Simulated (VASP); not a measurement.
# From VASP inputs to Ansatz: MgTe (zincblende)

INCAR

```
METAGGA = R2SCAN
EDIFFG = -5E-3
LWAVE = .FALSE.
ISMEAR = -1
ISIF = 3
LASPH = .TRUE.
ALGO = Normal
PREC = Accurate
NELM = 120
ENCUT = 600
NBANDS = 11
LREAL = .FALSE.
LCHARG = .FALSE.
NSW = 40
IBRION = 2
SIGMA = 0.02
EDIFF = 1E-7
```

KPOINTS

```
KPOINTS created by Atomic Simulation Environment
0
Gamma
6 6 6
0 0 0
```

POSCAR

```
Mg Te
 1.0000000000000000
     0.0000000000000000    3.2543925634672597    3.2543925634672597
     3.2543925634672597    0.0000000000000000    3.2543925634672597
     3.2543925634672597    3.2543925634672597    0.0000000000000000
 Mg  Te
   1   1
Cartesian
  0.0000000000000000  0.0000000000000000  0.0000000000000000
  1.6271962817336296  1.6271962817336296  1.6271962817336296
```

VASP ran with the recommended PBE PAW datasets (8 valence electrons in the cell).

Q: Translate these files to an Ansatz input.

A: 

```yaml
crystal:
  lattice:
    - [0.0, 3.2543925635, 3.2543925635]
    - [3.2543925635, 0.0, 3.2543925635]
    - [3.2543925635, 3.2543925635, 0.0]
  atoms:
    - { symbol: Mg, position: [0.0, 0.0, 0.0] }
    - { symbol: Te, position: [0.25, 0.25, 0.25] }
kpoints:
  mp_grid: { grid: [6, 6, 6] }
hamiltonian:
  xc: r2scan
scf:
  occupations: { method: fermi_dirac, width: 0.02 }
relax:
  f_tol: 0.005
  cell: {}
```

Other inputs would serve too.

```
                                              VASP                 Ansatz
relaxed cell vector lengths  4.568, 4.568, 4.568 Å  4.572, 4.572, 4.572 Å
        relaxed cell volume               67.40 Å³               67.59 Å³
```

Each program uses its own PAW datasets. VASP's cell holds 8 valence electrons and Ansatz's 26.
